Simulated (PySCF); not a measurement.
# Mayer bond orders and bond lengths

Species: γ-butyrolactone, C₄H₆O₂.
SMILES with atom numbers: `[O:1]=[C:2]1[CH2:3][CH2:4][CH2:5][O:6]1` (hydrogens: H7, H8 on C3; H9, H10 on C4; H11, H12 on C5)

Structure used (GFN2-xTB), in Å, numbered top down from 1:
```
atom  x, y, z in Å
O1    -1.776    1.899    0.312
C2    -0.889    1.107    0.193
C3    -1.002   -0.412    0.215
C4     0.333   -0.866   -0.365
C5     1.243    0.328   -0.049
O6     0.393    1.463    0.024
H7    -1.127   -0.723    1.254
H8    -1.872   -0.740   -0.348
H9     0.253   -1.001   -1.444
H10    0.708   -1.785    0.077
H11    1.993    0.519   -0.817
H12    1.744    0.210    0.919
```

Bond orders from the PBE0/pcSseg-1 density (PySCF). Geometry: GFN2-xTB, one conformer, isolated molecule.

Q: Where do the orders between heavy atoms depart from those drawn in the SMILES?

A: The largest departure is 0.119, at C5–O6 (drawn single, 0.881).

Q: Set the Mayer orders of the bonds between heavy atoms beside their lengths.

A: 
| bond | drawn as | length (Å) | Mayer order |
| --- | --- | --- | --- |
| O1–C2 | double | 1.195 | 2.030 |
| C2–C3 | single | 1.524 | 0.983 |
| C3–C4 | single | 1.524 | 1.028 |
| C4–C5 | single | 1.534 | 1.020 |
| C5–O6 | single | 1.420 | 0.881 |
| O6–C2 | single | 1.341 | 1.082 |

Bonds between the same two heavy elements. C–O: lowest C5–O6 (0.881, 1.420 Å), highest O1–C2 (2.030, 1.195 Å). C–C: lowest C2–C3 (0.983, 1.524 Å), highest C3–C4 (1.028, 1.524 Å); in 1 of the 3 pairs the longer bond (by over 0.003 Å) has the higher order (by 0.02 or more).

Q: And the bonds to hydrogen?

A: C–H: 0.93 to 0.96 (6 bonds).

Q: Sum the orders of all bonds at each heavy atom with more than one neighbour and set the sums beside the valence in the SMILES.

A: C2 4.095 (drawn 4), C3 3.883 (drawn 4), C4 3.947 (drawn 4), C5 3.808 (drawn 4), O6 1.963 (drawn 2). Orders between atoms that aren't bonded are not in these sums.

For a closed shell the Mayer order of atoms A and B is Σ (PS)μν (PS)νμ over the basis functions μ on A and ν on B, with P the density and S the overlap matrix.

These values come from a run that also computed NMR shieldings. Time: 11 s. Hardware: Arm Neoverse V1, one thread, shared host.
